## Question

A transition metal in the solid keeps about one electron per atom outside its d shell; its other valence electrons are d electrons. This rule of thumb and a feeling for the size of atoms are the main tools for the task below.

Five elements were computed in the hexagonal close-packed (hcp) structure type, and their labels were removed.

Elements in the hcp structure, computed with Ansatz 0.2.0 (r2SCAN, plane-wave PAW, scalar-relativistic) in cells relaxed to zero pressure, with a 500 eV cutoff, Gaussian smearing of 0.05 eV and k meshes from 14×14×8 to 20×20×10. Only one of the five, row E, was run with spin polarisation. The zero moments of the other rows are therefore imposed, and the assignment should rest on the other columns. The formula unit is one atom M, and Loewdin populations refer to the shells of the free atom. Candidates: Mo, Ta, Ni, Al, Sn.

```csv
row,states at the Fermi level (1/(eV formula unit)),volume (Å³/atom),shortest distance from M (Å),largest site spin moment (size) (muB),magnetic order of the run,Loewdin d electrons on M (e)
A,1.2,15.98,2.73,0.00,unpolarised run,5.25
B,0.5,26.99,3.31,0.00,unpolarised run,9.99
C,1.2,18.48,2.89,0.00,unpolarised run,4.10
D,0.4,16.03,2.81,0.00,unpolarised run,0.00
E,1.1,10.56,2.45,0.79,ferromagnetic,8.82
```

The ratio c/a is the height of the hexagonal cell over its basal edge, and M is the metal atom. The Loewdin d electrons, called the d count below, are the electrons that a projection onto atomic orbitals assigns to the d shell. In five other metals treated in the same way, Cu, Rh, W, Ir and Pt, the group number exceeds the d count by 1.05 on average, with values from 0.84 to 1.20.

(a) Assign each letter to an element. (b) Test the assignment with the states at the Fermi level. (c) Say which assignments are sure, and what change in the list of candidates would make one ambiguous.

## Model answer

**The rule and its reason.** A transition metal has as many valence electrons as its group number. Its s band is broad and starts well below the d band, so it is already partly filled where the d states begin. From one element to the next, the added electron finds most of the free states near the Fermi level in the narrow d band and goes there. The share outside the d shell therefore stays near one electron, and the group is roughly the d count plus 1.05.

**Rows A and C.** For row A the rule gives 5.25 + 1.05 = 6.30, which points to group 6 and so to Mo. For row C it gives 5.15, which points to group 5 and so to Ta. Exchanging the two would leave errors of 1.30 and 0.85 in the group number, several times those of the assignment chosen.

**Row E.** The estimate is 9.87, so this is the group 10 metal, Ni. The volume agrees: 10.56 Å³ per atom is the smallest of the five, as suits the compact shells of the first transition series. The spin moment points the same way but is weaker evidence than it looks. The other four rows were run without spin, so their zeros were imposed and not found, and the run of row E was not tested for a lower-lying state.

**Row B.** Here the rule gives group 11, to which no candidate belongs. The way out is that a filled d shell need not be a valence shell. In Sn, of group 14, the full 4d shell lies deep below the 5s and 5p electrons that make the bonds, yet the projection still counts it. The volume of 26.99 Å³, by far the largest, fits a metal of the fifth period that is held together by s and p electrons alone.

**Row D.** Only Al remains, and its d count of 0.00 agrees. The populations refer to the shells of the free atom, and Al has no d shell there. The zero thus identifies the element, but it does not measure how much d character the bands of the solid contain.

**Test at the Fermi level.** The simplest model of a metal is a gas of free electrons in a box. With n electrons per volume, the gas is filled up to the wave number k = (3π²n)^(1/3) and the energy E = ħ²k²/2m, where m is the electron mass. For N electrons per atom it has 3N/(2E) states per eV and atom at that energy.

Row D, taken as Al, has three electrons in 16.03 Å³. This gives k = 1.77 Å⁻¹ and E of about 12 eV, hence 4.5/12 ≈ 0.38 states per eV. The calculation gives 0.4, with nothing fitted.

For row B, taken as Sn with four free electrons, the gas gives 0.59 against a computed 0.5. The full d shell therefore adds little at the Fermi level, as the assignment requires. For row A, one free electron per atom would give only 0.26, while the computed value is 1.2. The analogy with a free-electron gas ends where an open d shell begins, because ten d states crowded into a band some 10 eV wide already supply about one state per eV.

**What is sure.** All five assignments are sure for this list. The d count fixes the group of a transition metal, and no two of the candidates share a group. It says much less about the period. If W, which stands below Mo in group 6, were also a candidate, row A would become ambiguous.

## The labels

The rows with their labels:

```csv
element,Z,group,period,c/a,states at the Fermi level (1/(eV formula unit)),volume (Å³/atom),shortest distance from M (Å),largest site spin moment (size) (muB),magnetic order of the run,Loewdin d electrons on M (e)
Al,13,13,3,1.61,0.4,16.03,2.81,0.00,unpolarised run,0.00
Ni,28,10,4,1.67,1.1,10.56,2.45,0.79,ferromagnetic,8.82
Cu,29,11,4,1.63,0.3,11.45,2.53,0.00,unpolarised run,9.80
Mo,42,6,5,1.80,1.2,15.98,2.73,0.00,unpolarised run,5.25
Rh,45,9,5,1.61,1.6,13.76,2.67,0.00,unpolarised run,8.16
Sn,50,14,5,1.71,0.5,26.99,3.31,0.00,unpolarised run,9.99
Ta,73,5,6,1.77,1.2,18.48,2.89,0.00,unpolarised run,4.10
W,74,6,6,1.80,0.9,16.32,2.76,0.00,unpolarised run,5.00
Ir,77,9,6,1.62,1.1,14.26,2.71,0.00,unpolarised run,7.86
Pt,78,10,6,1.75,1.4,15.41,2.73,0.00,unpolarised run,8.94
```

## Remarks on the reasoning

**Volume alone leads astray.** Al and Mo differ by only 0.3 percent in volume per atom, although one is a simple metal and the other has a half-filled d shell. Their shortest distances do differ, 2.81 Å against 2.73 Å, but this reflects the shape of the cell. The Mo cell is tall, so the neighbours within a layer are closer than those in the next layers. An answer that ranks the rows by size finds Ni and Sn at the two ends but cannot tell Al from Mo.

**The d count follows the filling of the band.** Along the third transition series it runs from 4.10 in Ta through 5.00 in W and 7.86 in Ir to 8.94 in Pt, about one electron per group. A reader who knows one of these metals can place the others by counting columns of the periodic table. The projected populations nearly add up to the number of electrons, and the small remainder that the projection misses is counted here as lying outside the d shell. What the rule really tests is how steady the share outside the d shell remains.

**Where the rule is weakest.** The estimated group is too high by 0.30 for Mo and by 0.21 for Rh, the two metals of the second transition series. Rh took part in the average and Mo did not. The average is pulled up from two sides. Cu, of the first series, has the largest share outside the d shell, 1.20. Three other metals in the average belong to the third series, whose atoms keep more electrons in the outer s shell than those of the second: W has 0.16 more than Mo, and Ir 0.20 more than Rh. For the third series, though not for Cu, the accepted reason is relativity, which lowers the 6s level of heavy atoms and raises their 5d level; no calculation here switches it off to prove the point.

**Why W would spoil the exercise.** Mo and W have the same c/a, and their volumes differ by 2 percent. The filled 4f shell of W screens the nuclear charge poorly, and relativity contracts the s shell further, so the extra shell hardly enlarges the atom. The d counts differ by 0.25, which is less than the spread of the share outside the d shell, 0.84 to 1.20, in the five metals of the average. Between the first and the third series the difference is plain: an atom of Ni takes up only 69 percent of the volume of an atom of Pt.

**How far the Fermi level test carries.** The metals with an open d shell have 0.9 to 1.6 states per eV and atom, while Al, Cu and Sn have 0.3 to 0.5. The gap between the two classes is clear, but the order within a class deserves less trust. These values shift with the k mesh and the smearing, and spin-orbit coupling, which is left out, matters most for the heavy metals.

**What this means in devices.** Al and Cu serve as interconnects, while W, Mo, Ta and Ni appear in contacts, barrier layers or silicides. Few states at the Fermi level do not make a poor conductor: the electrons of Al and Cu are fast, whereas an open d shell offers slow states into which fast electrons can scatter. These metals are used in other crystal structures than hcp. The distinction between open and filled d shells carries over to them, but the individual values do not.

The printed output below lists the estimated groups, with the constant averaged over Cu, Rh, W, Ir and Pt only, beside the free-electron values for all ten metals.

The analysis program printed:

```
electrons outside the d shell, mean of the labelled rows (e): 1.048
the same, smallest labelled row (e): 0.84
the same, largest labelled row (e): 1.2
group from the d count and free-electron states:
  row  group estimated  true group  free-electron states per eV and atom  computed states per eV and atom
   Al            1.048          13                                0.3772                              0.4
   Ni            9.868          10                                 0.198                              1.1
   Cu            10.85          11                                 0.209                              0.3
   Mo            6.298           6                                 0.261                              1.2
   Rh            9.208           9                                0.2362                              1.6
   Sn            11.04          14                                0.5875                              0.5
   Ta            5.148           5                                0.2875                              1.2
    W            6.048           6                                0.2647                              0.9
   Ir            8.908           9                                0.2419                              1.1
   Pt            9.988          10                                0.2547                              1.4
miss of the estimated group, Mo row taken as Mo: 0.298
miss of the estimated group, Ta row taken as Ta: 0.148
miss if the Mo row is taken as Ta: 1.298
miss if the Ta row is taken as Mo: -0.852
volume of Al over that of Mo, difference (percent): 0.3129
out-of-plane over in-plane neighbour distance, Al: 0.9906
out-of-plane over in-plane neighbour distance, Mo: 1.069
volume ratio Ta to Mo: 1.156
volume ratio Sn to Cu: 2.357
volume ratio Ni to Pt: 0.6853
volume ratio Mo to W: 0.9792
volume ratio Rh to Ir: 0.9649
d electrons, Mo less W (e): 0.25
d electrons, Rh less Ir (e): 0.3
outer s electrons, W less Mo (e): 0.1634
outer s electrons, Ir less Rh (e): 0.1978
d part of the Ni site moment (muB): 0.792
```
